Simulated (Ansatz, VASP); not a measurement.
## Two plane-wave programs on InAs

```xyz
2
Lattice="0.0000 2.6698 2.6698 2.6698 0.0000 2.6698 2.6698 2.6698 0.0000" Properties=species:S:1:pos:R:3 pbc="T T T"
In    4.0047    4.0047    4.0047
As    0.0000    0.0000    0.0000
```

Alike in both runs: functional PBE; k mesh 14 × 14 × 14; occupations gaussian, width 0.1 eV; no spin polarisation.

Ansatz relaxed the structure, and its values are those at the end. VASP's run is a single point on that final structure, the one shown.

|  | VASP | Ansatz |
| --- | --- | --- |
| version | VASP 6.6.1 | Ansatz 0.2.0 |
| potentials or method | VASP PAW PBE potentials, release 64 (In_d, As) | scalar-relativistic, plane waves, PAW |
| plane-wave cutoff (eV) | 520 | 420 |
| valence electrons in the cell | 18 | 28 |

|  | VASP | Ansatz | Ansatz less VASP |
| --- | --- | --- | --- |
| gap on the k mesh at the Fermi level (eV) | 0.68 | 0.70 | +0.018 |
| least direct gap on the mesh (eV) | 1.59 | 1.57 | -0.017 |

The two sets of potentials don't hold the same shells in valence.

Caveats: spin-orbit coupling is left out, which moves the levels of the heavy elements. A k mesh can miss the band edges. A hybrid or GW would open this gap; PBE tends to underestimate it.
